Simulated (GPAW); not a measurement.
The system is InPd.

```xyz
2
Lattice="3.2719 0.0000 0.0000 0.0000 3.2719 0.0000 0.0000 0.0000 3.2719" Properties=species:S:1:pos:R:3 pbc="T T T"
In    0.0000    0.0000    0.0000
Pd    1.6359    1.6359    1.6359
```

The cell comes from a database or a generator and needn't be the stable form of this composition.

Base run:

```yaml
Program: GPAW 26.7.0
Functional: LDA
Potentials_or_basis: the program's PAW data sets (release 1.2.1) made for this functional
Cutoff: 600 eV
Basis: pw
k_mesh: 8 × 8 × 8
Occupations: fermi-dirac, width 0.05 eV
Spin: no spin polarisation
```

Its results: pressure -7.2 GPa.

**Question.** The run is repeated on the same cell with these changes: functional from LDA to revPBE. What comes out?

**Answer.** Pressure 5.8 GPa.

revPBE binds less tightly than LDA, so the same cell stands under more pressure.
